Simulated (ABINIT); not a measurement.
MgB2, 3 atoms in the cell. Symmetry: P6/mmm, No. 191, hexagonal system. The conventional cell has a = 3.085 Å, b = 3.085 Å, c = 3.523 Å, α = 90.00°, β = 90.00°, γ = 120.00°. Around Mg (site symmetry 6/mmm) lie 12 B at 2.51 Å. B (site symmetry -6m2) has 3 B at 1.78 Å as nearest neighbours. 

```yaml
Program: ABINIT 10.8.3 (patched build)
Task: equation of state
Functional: PBE
Potentials_or_basis: JTH PAW PBE v2.0
Cutoff: 517 eV
k_mesh: 10 × 10 × 8
Occupations: fermi-dirac, width 0.05 eV
Spin: no spin polarisation
Fine-grid_cutoff: 1034.03 eV
Exchange_and_correlation_inside_the_PAW_spheres: full angular mesh (pawxcdev 0, this build's default; the released program takes 1)
```

Potentials or basis: JTH PAW PBE v2.0.

Command:

```console
$ abinit run.abi > log 2>&1
```

Hardware: 1 thread of Intel(R) Xeon(R) Platinum 8259CL CPU @ 2.50GHz (Skylake/Cascade Lake), on a shared host.

**Question.** How long does it take, and how much memory?

**Answer.** It took 110 s on 1 thread of Intel(R) Xeon(R) Platinum 8259CL CPU @ 2.50GHz (Skylake/Cascade Lake), with other jobs on the host, peak memory 0.13 GiB. Counts: scf iterations 47, mpi ranks 1, k points 70, bands 12, plane waves 751.
